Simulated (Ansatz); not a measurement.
## Bi under changes of volume

One of the cells (34.026 Å³/atom); the others are scaled copies at fixed shape and fractional positions:

```
Bi
1.0
     3.48860   -3.13258    0.00000
     3.48860    3.13258    0.00000
    -1.26023    0.00000    3.11355
Bi
2
Direct
  0.75306 0.75306 0.85738
  0.24694 0.24694 0.14262
```

This isn't the form of Bi at room conditions, which is rhombohedral.

- Program: Ansatz 0.2.0
- Functional: LDA
- Potentials or basis: Ansatz PAW
- Cutoff: 420 eV (not typed: the program's choice for these potentials)
- k mesh: 6 × 6 × 9
- Occupations: fermi-dirac, width 0.05 eV
- Spin: no spin polarisation

| volume (Å³/atom) | energy over the lowest point (meV/atom) | pressure (GPa) | largest force (eV/Å) |
| --- | --- | --- | --- |
| 31.984 | 0.00 | -0.7 | 0.005 |
| 32.665 | 5.29 | -1.8 | 0.035 |
| 33.345 | 15.07 | -2.8 | 0.064 |
| 34.026 | 28.84 | -3.7 | 0.091 |
| 34.706 | 46.12 | -4.4 | 0.117 |
| 35.387 | ? | ? | ? |
| 36.067 | 89.64 | -5.7 | 0.163 |

Task: What does the run at 35.387 Å³/atom give?

Result: Energy over the lowest point 66.51 meV/atom; pressure -5.1 GPa; largest force 0.140 eV/Å.

Worked out: A Birch-Murnaghan fit of order 3 (a polynomial in V^(-2/3)) to the other rows has its minimum at 31.62 Å³/atom, just outside them, with B0 = V·E''(V) = 59 GPa and B' = 4.7 at fixed shape and positions, which overstates the stiffness. It gives 66.52 meV/atom at 35.387 Å³/atom, against the run's 66.51, and -dE/dV = -5.1 GPa, against -5.1.

Energies are extrapolated to zero smearing.

Caveats: the PAW data sets come from PBE, with cores solved anew for the run's functional, which leaves a small shift of forces and pressure.
